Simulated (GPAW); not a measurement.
Input of a GPAW 26.7.0 run:

Contents of run.py:

```python
from ase import Atoms
from ase.filters import FrechetCellFilter
from ase.io import write
from ase.optimize import BFGS
from ase.units import GPa
from gpaw import GPAW, PW, setup_paths

setup_paths.insert(0, '.')

atoms = Atoms(['Zn'],
              cell=[[-1.569037, 1.569037, 1.569037],
                    [1.569037, -1.569037, 1.569037],
                    [1.569037, 1.569037, -1.569037]],
              scaled_positions=[[0.0, 0.0, 0.0]],
              pbc=True)

calc = GPAW(mode=PW(600),
            xc='PBEsol',
            kpts={'size': (12, 12, 12), 'gamma': True},
            occupations={'name': 'fermi-dirac', 'width': 0.05},
            nbands=13,
            convergence={'density': 1e-05, 'forces': 0.0001},
            maxiter=150,
            txt='gpaw.txt')
atoms.calc = calc
opt = BFGS(FrechetCellFilter(atoms, scalar_pressure=5 * GPa), trajectory='relax.traj', logfile='-')
done = opt.run(fmax=0.02, steps=60)
calc.write('gs.gpw')
write('result.traj', atoms)
print('Converged:', done)
print('Cell:', atoms.cell.cellpar().round(4))
print('Volume:', round(atoms.get_volume(), 4))
print(atoms.get_scaled_positions().round(5))
```

Potentials or basis: PAW data sets generated in the run's folder for this functional, pw.

Run with:

```sh
$ gpaw-setup -f PBEsol Zn
$ OMP_NUM_THREADS=1 python run.py
```

(1) What does it give for the relaxed volume?

(2) Estimate the relaxed cell.

(3) What does it give for the space group after relaxing (to 0.05 Å)?

(4) Predict the band gap on the k mesh.

Results:

(1) 13.52 Å³/atom.

(2) a = 2.599 Å, b = 2.599 Å, c = 2.599 Å, α = 109.47°, β = 109.47°, γ = 109.47°.

(3) Im-3m (No. 229).

(4) none (metal or under the smearing width).

Caveat: later steps reuse the first step's grids.
